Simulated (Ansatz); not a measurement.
# How the conductance of Cu/hBN/Ni changes with thickness, part 2 of 6

How fast does the current through Cu/hBN/Ni fall with each added layer? The lower electrode is Cu fcc(111), the upper one Ni fcc(111); the barrier is hBN sheets (three sheets in the relaxed core). In the first transport cell, after relaxation, the nearest pair of electrode and barrier is Cu–N at 2.88 Å, along the normal, too long for a bond, at the lower face and Ni–N at 2.07 Å, along the normal, at the upper one. A gap without bonds adds to the barrier. All share a net of side 2.567 Å, which strains the lower electrode by +0.0 %, the upper one by +3.1 % and the barrier by +2.3 %, against typed lattice constants near PBE's. The first steps treat the bulk electrodes alone.

Ansatz 0.2.0; PBE+D3(BJ) DFT, plane waves, PAW files (the session's first sound run).

So far: The structure; Layer spacing of the electrode, electrode Cu fcc(111), spin none.

## 3. The strained electrode, electrode Ni fcc(111), spin collinear

System of this step: Ni. The structure is trigonal, space group R-3m (No. 166). The conventional cell has a = 2.567 Å, b = 2.567 Å, c = 5.963 Å, α = 90.00°, β = 90.00°, γ = 120.00°. Nearest to Ni lie 12 Ni at 2.48 to 2.57 Å.

The electrode is held to the junction's net and relaxed along the normal; its spacing is used for the ideal lead layers.

Contents of input.yaml:

```yaml
crystal:
  lattice:
    - [2.567, 0.0, 0.0]
    - [-1.2835, 2.2230872115, 0.0]
    - [0.0, 0.0, 5.9631039137]
  atoms:
    - { symbol: Ni, position: [0.0, 0.0, 0.0], spin: 0.7 }
    - { symbol: Ni, position: [0.3333333333, 0.6666666667, 0.3333333333], spin: 0.7 }
    - { symbol: Ni, position: [0.6666666667, 0.3333333333, 0.6666666667], spin: 0.7 }
magnetization:
  spin_polarized: true
kpoints:
  mp_grid: { grid: [18, 18, 5] }
scf:
  occupations: { method: fermi_dirac, width: 0.1 }
  max_iter: 150
hamiltonian:
  xc: pbe
  dispersion: d3bj
relax:
  f_tol: 0.01
  max_steps: 40
  cell: { fix: [a, b, angles] }
```

On the command line:

```sh
ansatz run input.yaml --threads 4 --pin off --max-ram 12288MiB --backend cpu --events-out ev --progress --plain --runs-dir out
```

Numbers of over 12 decimals in the logs are rounded to 6 here.

Log:

```text
[...]
Crystal: 3 atoms, lattice volume = 34.029 Å³
Basis set: ecut = 420 eV, 661 PW (Γ), exchange–correlation on 36×36×80 points (8 copies of the dense FFT grid, shifted against one another)
Bands: 34, of which v1, the nominal top of the filled ones, is band 27 counted from 1 (26 counted from 0)
Symmetry: 36 space group operations
[...]
k-points: 165 of 1620
[...]
Starting moments: Σ|m| = 2.1 μB on 3 of 3 sites
[...]
SCF iter   1: F=—  HF=-17518.091612 eV  |F-HF|=—  |Δ(HF+E_count)|=         —  Δρ=5.99e-2 (↑1.39e-2 ↓5.99e-2)  dr2=1.09e0  dr2_m=1.80e-1  M=2.197 μB ∫|m|=2.319 μB  β_m=0.30  ethr=2.02e-3  ⟨swp⟩=1.0  Hψ=49789  notcnv=0
[...]
spin=Collinear: Kerker preconditioning applied to the charge; magnetization (m = ρ↑ − ρ↓) channel mixes plain (no charge-response kernel on spin).
SCF iter   2: F=—  HF=-17518.125001 eV  |F-HF|=—  |Δ(HF+E_count)|=   3.34e-2  Δρ=2.63e-2 (↑2.63e-2 ↓1.52e-2)  dr2=4.61e-2  dr2_m=9.71e-2  M=2.166 μB ∫|m|=2.324 μB  β_m=0.31  ethr=2.02e-3  ⟨swp⟩=2.0  Hψ=17384  notcnv=0
[...]
SCF iter  12: F=-17520.503025 eV  HF=-17520.503025 eV  |F-HF|=5.46e-11  |Δ(HF+E_count)|=   9.61e-9  Δρ=1.71e-6 (↑7.81e-7 ↓1.71e-6)  dr2=4.58e-10  dr2_m=1.13e-10  M=1.909 μB ∫|m|=2.186 μB  ethr=3.53e-11  ⟨swp⟩=2.3  Hψ=38862  notcnv=0
SCF 1 converged in 12 iterations: F = -17520.503025 eV  dr2 = 4.58e-10
[...]
relax step   1: F+E_penalty+E_count = -17520.50302534 eV  Δ(F+E_penalty+E_count) = +0.000e0 eV  max|allowed force component| = 1.030e-27 eV/Å  Δτ_max = 0.0000 Å  P = -12.511 GPa  Ω = 34.029 Å³  fix = [a, b, alpha, beta, gamma]  reactions: a -16.402, b -16.402 GPa  (12 SCF iters, dr2 threshold 1.00e-7 eV, accepted)
Crystal: 3 atoms, lattice volume = 33.824 Å³
[...]
Starting moments: Σ|m| = 2.1 μB on 3 of 3 sites; this step starts from the density that it was given
[...]
SCF iter   8: F=-17520.507860 eV  HF=-17520.507860 eV  |F-HF|=3.41e-8  |Δ(HF+E_count)|=   2.22e-7  Δρ=1.01e-5 (↑4.69e-6 ↓1.01e-5)  dr2=4.39e-8  dr2_m=2.67e-9  M=1.902 μB ∫|m|=2.176 μB  ethr=2.34e-10  ⟨swp⟩=2.6  Hψ=40848  notcnv=0
SCF 2 converged in 8 iterations: F = -17520.507860 eV  dr2 = 4.39e-8
relax step   2: F+E_penalty+E_count = -17520.50786044 eV  Δ(F+E_penalty+E_count) = -4.835e-3 eV  max|allowed force component| = 4.589e-27 eV/Å  Δτ_max = 0.0000 Å  P = -11.512 GPa  Ω = 33.824 Å³  energy of the carried Pulay correction = +7.212e-5 eV  fix = [a, b, alpha, beta, gamma]  reactions: a -15.924, b -15.924 GPa  (8 SCF iters, dr2 threshold 3.00e-7 eV, accepted)
Crystal: 3 atoms, lattice volume = 33.554 Å³
[...]
SCF iter   9: F=-17520.510114 eV  HF=-17520.510114 eV  |F-HF|=8.19e-10  |Δ(HF+E_count)|=   1.04e-8  Δρ=1.50e-6 (↑7.23e-7 ↓1.50e-6)  dr2=9.74e-10  dr2_m=5.43e-11  M=1.894 μB ∫|m|=2.162 μB  ethr=1.18e-11  ⟨swp⟩=2.0  Hψ=33207  notcnv=0
SCF 3 converged in 9 iterations: F = -17520.510114 eV  dr2 = 9.74e-10
relax step   3: F+E_penalty+E_count = -17520.51011362 eV  Δ(F+E_penalty+E_count) = -2.253e-3 eV  max|allowed force component| = 3.313e-27 eV/Å  Δτ_max = 0.0000 Å  P = -10.095 GPa  Ω = 33.554 Å³  energy of the carried Pulay correction = +1.678e-4 eV  fix = [a, b, alpha, beta, gamma]  reactions: a -15.225, b -15.225 GPa  (9 SCF iters, dr2 threshold 3.00e-7 eV, accepted)
[...]
relax step   4: F+E_penalty+E_count = -17520.51011580 eV  Δ(F+E_penalty+E_count) = -2.177e-6 eV  max|allowed force component| = 9.187e-27 eV/Å  Δτ_max = 0.0000 Å  P = -10.180 GPa  Ω = 33.569 Å³  energy of the carried Pulay correction = +1.623e-4 eV  fix = [a, b, alpha, beta, gamma]  reactions: a -15.267, b -15.267 GPa  (6 SCF iters, dr2 threshold 6.73e-8 eV, accepted)
[...]
SCF iter   9: F=-17520.509931 eV  HF=-17520.509931 eV  |F-HF|=0.00e0  |Δ(HF+E_count)|=    0.00e0  Δρ=7.18e-9 (↑7.18e-9 ↓6.37e-9)  dr2=3.58e-14  dr2_m=6.05e-16  M=1.894 μB ∫|m|=2.163 μB  ethr=1.00e-12  ⟨swp⟩=4.0  Hψ=44546  notcnv=0
SCF 5 converged in 9 iterations: F = -17520.509931 eV  dr2 = 3.58e-14
relax step   5: F+E_penalty+E_count = -17520.50993065 eV  Δ(F+E_penalty+E_count) = +1.851e-4 eV  max|allowed force component| = 1.231e-26 eV/Å  Δτ_max = 0.0000 Å  P = -10.168 GPa  Ω = 33.569 Å³  fix = [a, b, alpha, beta, gamma]  reactions: a -15.260, b -15.260 GPa  stress off target by 1.63e-2 GPa on what of the cell is left free  SCF on the basis re-selected at this cell (its energy is not comparable with the rows above)  (9 SCF iters)
[...]
SCF converged after 9 iterations
Magnetization: 1.8940 μB (27.9470 up, 26.0530 down)
Absolute magnetization: 2.1655 μB (∫|ρ↑−ρ↓|, with the PAW one-centre terms)
[...]
Per-site moments (μB) at R_I (Å): [(0.671404, 1.013886), (0.671404, 1.013886), (0.671404, 1.013886)]
Free energy (F): -17520.509931 eV
[...]
Internal energy: -17520.345731 eV  (E = F + TS)
E sigma→0 (E₀):  -17520.427831 eV
Entropy (-TS):   -0.164199 eV (-54.733 meV/atom)
Fermi energy:    17.539728 eV
[...]
--- Stress (GPa, compression-positive) ---
      -15.260420       0.000000       0.000000
        0.000000     -15.260420      -0.000000
        0.000000      -0.000000       0.016347
  P = ⅓ Tr σ = -10.1682 GPa (-101.682 kbar)
--- Relaxed structure (4 steps of the walk, 4 accepted, 1 SCFs on fresh bases) ---
[...]
cell:  # Å, volume = 33.5692 Å³
    - [2.567000, 0, 0]
    - [-1.283500, 2.223087, 0]
    - [0, 0, 5.882453]
  atoms:
    - { symbol: Ni, position: [0, 0, 0] }
    - { symbol: Ni, position: [0.333333, 0.666667, 0.333333] }
    - { symbol: Ni, position: [0.666667, 0.333333, 0.666667] }
```

Elapsed: 25 s, on 4 threads of Arm Neoverse V2, shared host; peak memory 0.56 GiB.

The steps of the relaxation:

```csv
step,energy less that of the first step (eV),largest force component (eV/Å),pressure (GPa),volume (Å³)
1,0.0000,0.0000,-12.51,34.03
2,-0.0048,0.0000,-11.51,33.82
3,-0.0071,0.0000,-10.10,33.55
4,-0.0071,0.0000,-10.18,33.57
5*,-0.0069,0.0000,-10.17,33.57
```

Relaxation steps marked * repeat the geometry before them on a plane-wave basis chosen anew for their cell, so energy and pressure can jump there.

Forces are held to the 36 operations that the run works with; a distortion that breaks them can't arise in this run.

```csv
"conventional cell, symmetrised",before,after,change
a (Å),2.567,2.567,-0.0 %
b (Å),2.567,2.567,-0.0 %
c (Å),5.963,5.882,-1.4 %
volume (Å³/atom),11.34,11.19,-1.4 %
```

The relaxed structure:

```cif
data_structure
_symmetry_space_group_name_H-M 'P 1'
_symmetry_Int_Tables_number 1
_cell_length_a 2.5670
_cell_length_b 2.5670
_cell_length_c 5.8825
_cell_angle_alpha 90.000
_cell_angle_beta 90.000
_cell_angle_gamma 120.000
_cell_volume 33.57
loop_
_atom_site_label
_atom_site_type_symbol
_atom_site_fract_x
_atom_site_fract_y
_atom_site_fract_z
_atom_site_occupancy
Ni1 Ni 0.00000 0.00000 0.00000 1
Ni2 Ni 0.33333 0.66667 0.33333 1
Ni3 Ni 0.66667 0.33333 0.66667 1
```

Numbers from this step:

```
free energy            : -17520.5099 eV
Fermi energy           : 17.54 eV
magnetization          : 1.894 μB
absolute magnetization : 2.166 μB
pressure               : -10.17 GPa
```

## 4. Relaxing the interfaces

System of this step: Cu/hBN/Ni. The cell holds 14 atoms: 4 Cu, 3 B, 3 N and 4 Ni. Its edges and angles: a = 2.567 Å, b = 2.567 Å, c = 40.710 Å, α = 90.0°, β = 90.0°, γ = 120.0°. Vacuum lies along c.

Tunnelling depends exponentially on distance, so the interfaces are relaxed first. A short slab in vacuum serves: only the barrier and the layers next to it are taken over, and later cells can add or drop layers in the barrier's middle. The dipole correction removes the field that unlike faces would set up across the vacuum. Dispersion is added because the sheets are held by van der Waals forces.

Contents of input.yaml:

```yaml
crystal:
  lattice:
    - [2.567, 0.0, 0.0]
    - [-1.2835, 2.2230872115, 0.0]
    - [0.0, 0.0, 40.7101013284]
  atoms:
    - { symbol: Cu, position: [0.0, 0.0, 0.1965114244] }
    - { symbol: Cu, position: [0.33333333, 0.66666667, 0.2479892085] }
    - { symbol: Cu, position: [0.66666667, 0.33333333, 0.2994669925] }
    - { symbol: Cu, position: [0.0, 0.0, 0.3509447766] }
    - { symbol: B, position: [0.66666667, 0.33333333, 0.4221801679] }
    - { symbol: "N", position: [0.0, 0.0, 0.4221801679] }
    - { symbol: "N", position: [0.66666667, 0.33333333, 0.5039780483] }
    - { symbol: B, position: [0.0, 0.0, 0.5039780483] }
    - { symbol: B, position: [0.66666667, 0.33333333, 0.5857759287] }
    - { symbol: "N", position: [0.0, 0.0, 0.5857759287] }
    - { symbol: Ni, position: [0.0, 0.0, 0.6570113201], spin: 0.7 }
    - { symbol: Ni, position: [0.33333333, 0.66666667, 0.7058370719], spin: 0.7 }
    - { symbol: Ni, position: [0.66666667, 0.33333333, 0.7546628238], spin: 0.7 }
    - { symbol: Ni, position: [0.0, 0.0, 0.8034885756], spin: 0.7 }
magnetization:
  spin_polarized: true
kpoints:
  mp_grid: { grid: [12, 12, 1] }
scf:
  occupations: { method: fermi_dirac, width: 0.1 }
  max_iter: 150
hamiltonian:
  xc: pbe
  dispersion: d3bj
efield:
  axis: 3
  dipole_correction: true
relax:
  f_tol: 0.04
  max_steps: 60
output:
  forces: true
```

Log:

```text
[...]
Crystal: 14 atoms, lattice volume = 232.319 Å³
Basis set: ecut = 420 eV, 4655 PW (Γ), exchange–correlation on 36×36×576 points (8 copies of the dense FFT grid, shifted against one another)
Bands: 105, of which v1, the nominal top of the filled ones, is band 86 counted from 1 (85 counted from 0)
Symmetry: 6 space group operations
k-points: 19 of 144 (time reversal used)
[...]
Starting moments: Σ|m| = 2.8 μB on 4 of 14 sites
[...]
SCF iter   1: F=—  HF=-51491.321342 eV  |F-HF|=—  |Δ(HF+E_count)|=         —  Δρ=1.25e-1 (↑1.22e-1 ↓1.25e-1)  dr2=1.48e3  dr2_m=1.49e-1  M=1.938 μB ∫|m|=2.081 μB  β_m=0.97  ethr=3.10e-3  p=0.000 e·Å  D=9.81e-7 V/Å  ΔV_dip=-0.00 eV  dr2_dipole=1.60e3  V_vac-E_F(+/−)=5.13/5.13 eV  ⟨swp⟩=7.0  Hψ=16008  notcnv=0  defer=38
[...]
efield: sawtooth ramp at fractional position 0.9500 (placed from the atoms, in the widest stretch of the axis that holds none; the zero of the levels goes with the place), width 0.1000; the density the first Hamiltonian is built on has a dipole p = 0.000 e·Å; the dipole correction subtracts the counter field D = 9.81e-7 V/Å, which shifts the + side's vacuum level by -0.00 eV against the − side's; the planar-averaged density in the ramp window peaks in size at 3.3e-5 e/Å³
[...]
spin=Collinear: LDOS preconditioning applied to the charge; magnetization (m = ρ↑ − ρ↓) channel mixes plain (no charge-response kernel on spin).
SCF iter   2: F=—  HF=-51485.536113 eV  |F-HF|=—  |Δ(HF+E_count)|=    5.79e0  Δρ=5.13e-2 (↑5.13e-2 ↓4.82e-2)  dr2=4.68e2  dr2_m=1.16e-2  M=1.926 μB ∫|m|=2.237 μB  β_m=0.33  ethr=3.10e-3  p=0.003 e·Å  D=2.10e-3 V/Å  ΔV_dip=-0.09 eV  dr2_dipole=5.14e2  V_vac-E_F(+/−)=5.22/5.30 eV  ⟨swp⟩=3.1  Hψ=8926  notcnv=0  defer=182
density mixer auto → msr1: a metal under ldos (density of states about μ 2.56 of a free-electron gas's, 32 screened modes)
SCF iter   3: F=—  HF=-51488.441248 eV  |F-HF|=—  |Δ(HF+E_count)|=    2.91e0  Δρ=6.13e-2 (↑6.13e-2 ↓5.88e-2)  dr2=2.74e2  dr2_m=9.90e-2  M=2.038 μB ∫|m|=2.392 μB  β_m=0.29  ethr=3.10e-3  p=-0.013 e·Å  D=-9.96e-3 V/Å  ΔV_dip=0.41 eV  dr2_dipole=2.77e2  V_vac-E_F(+/−)=4.75/4.34 eV  ⟨swp⟩=2.6  Hψ=8134  notcnv=0  defer=240
[...]
SCF iter  16: F=-51488.498441 eV  HF=-51488.498456 eV  |F-HF|=1.57e-5  |Δ(HF+E_count)|=   7.75e-7  Δρ=3.88e-5 (↑2.52e-5 ↓3.88e-5)  dr2=1.53e-5  dr2_m=4.82e-7  M=2.742 μB ∫|m|=3.175 μB  ethr=1.11e-8  p=-0.006 e·Å  D=-4.58e-3 V/Å  ΔV_dip=0.19 eV  dr2_dipole=1.45e-6  V_vac-E_F(+/−)=4.97/4.79 eV  ⟨swp⟩=2.3  Hψ=12709  notcnv=0
SCF 1 converged in 16 iterations: F = -51488.498441 eV  dr2 = 1.53e-5
[...]
relax step   1: F+E_penalty+E_count = -51488.49844051 eV  Δ(F+E_penalty+E_count) = +0.000e0 eV  max|allowed force component| = 3.306e-1 eV/Å  Δτ_max = 0.0000 Å  (16 SCF iters, dr2 threshold 4.00e-5 eV, accepted)
[...]
SCF iter   1: F=—  HF=-51488.623056 eV  |F-HF|=—  |Δ(HF+E_count)|=         —  Δρ=9.76e-3 (↑8.88e-3 ↓9.76e-3)  dr2=9.71e-1  dr2_m=5.87e-2  M=2.713 μB ∫|m|=3.142 μB  β_m=1.00  ethr=5.60e-4  p=-0.006 e·Å  D=-4.58e-3 V/Å  ΔV_dip=0.19 eV  dr2_dipole=5.71e-2  V_vac-E_F(+/−)=4.97/4.79 eV  ⟨swp⟩=1.2  Hψ=15051  notcnv=0  defer=188
efield: sawtooth ramp at fractional position 0.9500 (handed on by an earlier solve), width 0.1000; the density the first Hamiltonian is built on has a dipole p = -0.006 e·Å; the dipole correction subtracts the counter field D = -4.58e-3 V/Å, which shifts the + side's vacuum level by +0.19 eV against the − side's; the planar-averaged density in the ramp window peaks in size at 2.0e-5 e/Å³
[...]
SCF iter   2: F=—  HF=-51488.567449 eV  |F-HF|=—  |Δ(HF+E_count)|=   5.56e-2  Δρ=5.27e-3 (↑5.27e-3 ↓4.71e-3)  dr2=1.96e-1  dr2_m=2.29e-3  M=2.718 μB ∫|m|=3.151 μB  β_m=0.35  ethr=5.60e-4  p=-0.002 e·Å  D=-1.58e-3 V/Å  ΔV_dip=0.06 eV  dr2_dipole=1.64e-2  V_vac-E_F(+/−)=4.87/4.81 eV  ⟨swp⟩=2.0  Hψ=6337  notcnv=0  defer=242
[...]
SCF iter  12: F=-51488.567334 eV  HF=-51488.567336 eV  |F-HF|=1.91e-6  |Δ(HF+E_count)|=   4.47e-8  Δρ=1.17e-5 (↑5.83e-6 ↓1.17e-5)  dr2=1.42e-6  dr2_m=4.33e-8  M=2.717 μB ∫|m|=3.153 μB  ethr=3.97e-9  p=-0.006 e·Å  D=-4.71e-3 V/Å  ΔV_dip=0.19 eV  dr2_dipole=5.71e-7  V_vac-E_F(+/−)=4.96/4.77 eV  ⟨swp⟩=3.1  Hψ=9889  notcnv=0
SCF 2 converged in 12 iterations: F = -51488.567334 eV  dr2 = 1.42e-6
relax step   2: F+E_penalty+E_count = -51488.56733397 eV  Δ(F+E_penalty+E_count) = -6.889e-2 eV  max|allowed force component| = 1.953e-1 eV/Å  Δτ_max = 0.1841 Å  (12 SCF iters, dr2 threshold 6.83e-6 eV, accepted)
[...]
SCF iter  12: F=-51488.663538 eV  HF=-51488.663540 eV  |F-HF|=2.01e-6  |Δ(HF+E_count)|=   2.50e-7  Δρ=2.14e-5 (↑8.85e-6 ↓2.14e-5)  dr2=2.04e-6  dr2_m=1.17e-7  M=2.650 μB ∫|m|=3.088 μB  ethr=2.81e-10  p=-0.006 e·Å  D=-4.64e-3 V/Å  ΔV_dip=0.19 eV  dr2_dipole=3.20e-8  V_vac-E_F(+/−)=4.95/4.76 eV  ⟨swp⟩=2.7  Hψ=14984  notcnv=0
SCF 3 converged in 12 iterations: F = -51488.663538 eV  dr2 = 2.04e-6
relax step   3: F+E_penalty+E_count = -51488.66353803 eV  Δ(F+E_penalty+E_count) = -9.620e-2 eV  max|allowed force component| = 3.283e-1 eV/Å  Δτ_max = 0.1968 Å  (12 SCF iters, dr2 threshold 2.38e-6 eV, accepted)
[...]
relax step   4: F+E_penalty+E_count = -51488.73928667 eV  Δ(F+E_penalty+E_count) = -7.575e-2 eV  max|allowed force component| = 4.783e-1 eV/Å  Δτ_max = 0.1902 Å  (11 SCF iters, dr2 threshold 3.76e-5 eV, accepted)
[...]
relax step   5: F+E_penalty+E_count = -51488.76597974 eV  Δ(F+E_penalty+E_count) = -2.669e-2 eV  max|allowed force component| = 2.651e-1 eV/Å  Δτ_max = 0.1774 Å  (10 SCF iters, dr2 threshold 1.00e-4 eV, accepted)
[...]
relax step   6: F+E_penalty+E_count = -51488.77738172 eV  Δ(F+E_penalty+E_count) = -1.140e-2 eV  max|allowed force component| = 8.671e-2 eV/Å  Δτ_max = 0.1118 Å  (10 SCF iters, dr2 threshold 2.16e-5 eV, accepted)
[...]
relax step   7: F+E_penalty+E_count = -51488.78122891 eV  Δ(F+E_penalty+E_count) = -3.847e-3 eV  max|allowed force component| = 9.041e-2 eV/Å  Δτ_max = 0.1075 Å  (14 SCF iters, accepted)
SCF iter   1: F=—  HF=-51488.858872 eV  |F-HF|=—  |Δ(HF+E_count)|=         —  Δρ=8.11e-3 (↑7.24e-3 ↓8.11e-3)  dr2=4.33e-1  dr2_m=1.55e-2  M=2.504 μB ∫|m|=2.915 μB  β_m=1.00  ethr=2.54e-3  p=-0.006 e·Å  D=-4.30e-3 V/Å  ΔV_dip=0.18 eV  dr2_dipole=9.13e-3  V_vac-E_F(+/−)=4.90/4.73 eV  ⟨swp⟩=5.4  Hψ=11398  notcnv=0  defer=228
[...]
SCF iter  13: F=-51488.783044 eV  HF=-51488.783044 eV  |F-HF|=1.41e-9  |Δ(HF+E_count)|=   3.66e-8  Δρ=2.06e-6 (↑8.33e-7 ↓2.06e-6)  dr2=1.89e-8  dr2_m=2.18e-9  M=2.524 μB ∫|m|=2.937 μB  ethr=5.81e-11  p=-0.006 e·Å  D=-4.35e-3 V/Å  ΔV_dip=0.18 eV  dr2_dipole=2.72e-9  V_vac-E_F(+/−)=4.93/4.75 eV  ⟨swp⟩=4.0  Hψ=12120  notcnv=0
SCF 8 converged in 13 iterations: F = -51488.783044 eV  dr2 = 1.89e-8
relax step   8: F+E_penalty+E_count = -51488.78304402 eV  Δ(F+E_penalty+E_count) = -1.815e-3 eV  max|allowed force component| = 3.497e-2 eV/Å  Δτ_max = 0.1108 Å  (13 SCF iters, accepted)
SCF converged after 13 iterations
Magnetization: 2.5238 μB (87.2619 up, 84.7381 down)
Absolute magnetization: 2.9395 μB (∫|ρ↑−ρ↓|, with the PAW one-centre terms)
[...]
Per-site moments (μB) at R_I (Å): [(-3.235325888282001e-6, 1.039598), (-2.0742085383409564e-6, 1.033786), (-1.0347597959027044e-6, 1.033786), (-2.392722882880665e-6, 1.034562), (3.4182419752713996e-6, 0.611376), (-1.7682902238540784e-6, 0.611376), (0.000490457, 0.611349), (2.8289576265698893e-5, 0.611349), (-0.0042966, 0.613432), (0.012020, 0.613432), (0.578792, 0.853607), (0.655729, 1.013419), (0.718515, 1.009854), (0.730084, 1.009854)]
Free energy (F): -51488.783044 eV
[...]
Internal energy: -51488.526110 eV  (E = F + TS)
E sigma→0 (E₀):  -51488.654577 eV
Entropy (-TS):   -0.256934 eV (-18.352 meV/atom)
Fermi energy:    6.743920 eV
Dipole field:    D = -0.004413 V/Å  (p = -0.005665 e·Å, saw-weighted, corrected)
Work function:   Φ+ = 4.9312 eV   Φ− = 4.7516 eV
Levels:          The Fermi level and band energies are counted from a zero that moves with the ramp; work functions are not
[...]
--- Forces (eV/Å), atoms counted from 1 ---
  atom   1  Cu     0.00000000    -0.00000000     0.00155611
  atom   2  Cu     0.00000000    -0.00000000     0.00223295
  atom   3  Cu     0.00000000    -0.00000000     0.01506124
  atom   4  Cu     0.00000000     0.00000000    -0.01872546
  atom   5  B     -0.00000000    -0.00000000    -0.01460803
  atom   6  N      0.00000000     0.00000000     0.01680228
  atom   7  N      0.00000000    -0.00000000    -0.03496541
  atom   8  B      0.00000000     0.00000000     0.02866940
  atom   9  B      0.00000000    -0.00000000    -0.00841505
  atom  10  N      0.00000000     0.00000000     0.02654311
  atom  11  Ni     0.00000000     0.00000000    -0.00752107
  atom  12  Ni     0.00000000    -0.00000000    -0.00388051
  atom  13  Ni    -0.00000000    -0.00000000     0.00000901
  atom  14  Ni     0.00000000     0.00000000    -0.00271446
  max |Σ_I F_I| component: 4.41e-5 eV/Å
--- Relaxed structure (8 steps of the walk, 8 accepted, 0 SCFs on fresh bases) ---
  F+E_penalty+E_count = -51488.78304402 eV   max|allowed force component| = 3.497e-2 eV/Å
  atoms:
    - { symbol: Cu, position: [-9.686277634372488e-18, 3.700743422310361e-17, 0.209777] }
    - { symbol: Cu, position: [0.333333, 0.666667, 0.259848] }
    - { symbol: Cu, position: [0.666667, 0.333333, 0.309491] }
    - { symbol: Cu, position: [-1.852381121003124e-17, 3.700743422310362e-17, 0.359191] }
    - { symbol: B, position: [0.666667, 0.333333, 0.429623] }
    - { symbol: N, position: [-1.933843957651518e-17, 3.7007434223103504e-17, 0.429963] }
    - { symbol: N, position: [0.666667, 0.333333, 0.510573] }
    - { symbol: B, position: [-2.1402031441984562e-17, 3.700743422310373e-17, 0.510589] }
    - { symbol: B, position: [0.666667, 0.333333, 0.590633] }
    - { symbol: N, position: [-2.978708398180921e-17, 3.700743422310357e-17, 0.587625] }
    - { symbol: Ni, position: [-6.571251107627209e-17, 3.7007434223103596e-17, 0.638456] }
    - { symbol: Ni, position: [0.333333, 0.666667, 0.686629] }
    - { symbol: Ni, position: [0.666667, 0.333333, 0.734760] }
    - { symbol: Ni, position: [-6.977904371194059e-17, 3.70074342231036e-17, 0.782624] }
```

It took 4.6 min on 4 threads; peak memory 1.3 GiB; 18 min of CPU time.

Relaxation path:

```csv
step,energy less that of the first step (eV),largest force component (eV/Å)
1,0.0000,0.3306
2,-0.0689,0.1953
3,-0.1651,0.3283
4,-0.2408,0.4783
5,-0.2675,0.2651
6,-0.2789,0.0867
7,-0.2828,0.0904
8,-0.2846,0.0350
```

Forces are held to the 6 operations that the run works with; a distortion that breaks them can't arise in this run.

The atoms that moved most (Å):

```csv
atom,dx,dy,dz,length
Ni14,0.000,0.000,-0.849,0.849
Ni13,0.000,0.000,-0.810,0.810
Ni12,0.000,0.000,-0.782,0.782
Ni11,0.000,0.000,-0.755,0.755
Cu1,0.000,0.000,0.540,0.540
Cu2,0.000,0.000,0.483,0.483
Cu3,0.000,0.000,0.408,0.408
Cu4,0.000,0.000,0.336,0.336
```

This step gave:

```
free energy               : -51488.7830 eV
Fermi energy              : 6.744 eV
magnetization             : 2.524 μB
absolute magnetization    : 2.940 μB
work function, upper face : 4.931 eV
work function, lower face : 4.752 eV
dipole moment             : -0.005665 e·Å
dipole field              : -0.004413 V/Å
```

The largest force component on a free atom ends at 0.035 eV/Å. The work functions of the outer faces are 4.75 and 4.93 eV.

[end of part 2 of 6]

[Logs are printed without paths, hosts, clocks, repeated set-up lines and the standing remarks that a program may print on its own settings, such as how far it seeks lower states.]

[Hosts, paths, dates, database ids (printed as entryN), source tags and the programs' standing remarks are cut or masked in the printed files.]
